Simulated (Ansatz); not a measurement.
A (100) slab of PtSe$_{2}$ (P-3m1 (No. 164)), 12 planes, outer planes Se (top) and Pt (bottom), with 12 atoms (Pt4Se8) in a surface cell of A = 18.290 Å², as cut from the bulk:

```yaml
crystal:
  lattice:
    - [3.76072, 0.00000, 0.00000]
    - [0.00000, 4.86331, 0.00000]
    - [0.00000, 0.00000, 26.94191]
  atoms:
    - { symbol: Pt, position: [0.50000, 0.00000, 0.27838] }
    - { symbol: Se, position: [0.00000, 0.73932, 0.31867] }
    - { symbol: Se, position: [0.50000, 0.26068, 0.35897] }
    - { symbol: Pt, position: [0.00000, 0.00000, 0.39926] }
    - { symbol: Se, position: [0.50000, 0.73932, 0.43956] }
    - { symbol: Se, position: [0.00000, 0.26068, 0.47985] }
    - { symbol: Pt, position: [0.50000, 0.00000, 0.52015] }
    - { symbol: Se, position: [0.00000, 0.73932, 0.56044] }
    - { symbol: Se, position: [0.50000, 0.26068, 0.60074] }
    - { symbol: Pt, position: [0.00000, 0.00000, 0.64103] }
    - { symbol: Se, position: [0.50000, 0.73932, 0.68133] }
    - { symbol: Se, position: [0.00000, 0.26068, 0.72162] }
```

Method: DFT PBEsol, scalar-relativistic, plane waves, PAW (Ansatz). Settings: cutoff 420 eV, Γ-centred mesh 9×7×1 on the computed 12-atom cell, Gaussian smearing of 0.10 eV; no spin polarisation. The cell repeats along c with a dipole correction in the vacuum.

Against the same 12 atoms in the bulk, the slab as cut lies 4.209 eV higher and the relaxed slab 3.533 eV higher.

Q: Work out the surface energy before and after relaxation.

A: The slab has two faces, so γ = (E_slab − N·E_bulk)/(2A), the mean of both. As cut: 4.209/(2 × 18.290) = 0.1151 eV/Å², and 1 eV/Å² = 16.02 J/m², so γ = 1.84 J/m². Relaxed: 3.533/(2 × 18.290) = 0.0966 eV/Å² = 1.55 J/m². Relaxation recovers 16 % of the cost of cutting.

Q: What is the ideal work of this cut, per area?

A: Griffith's ideal work is 2γ: 3.69 J/m² if the new faces stay rigid, 3.09 J/m² if they relax. Other cuts parallel to this plane can cost less. One thickness was run, 12 planes, so γ can still shift with it.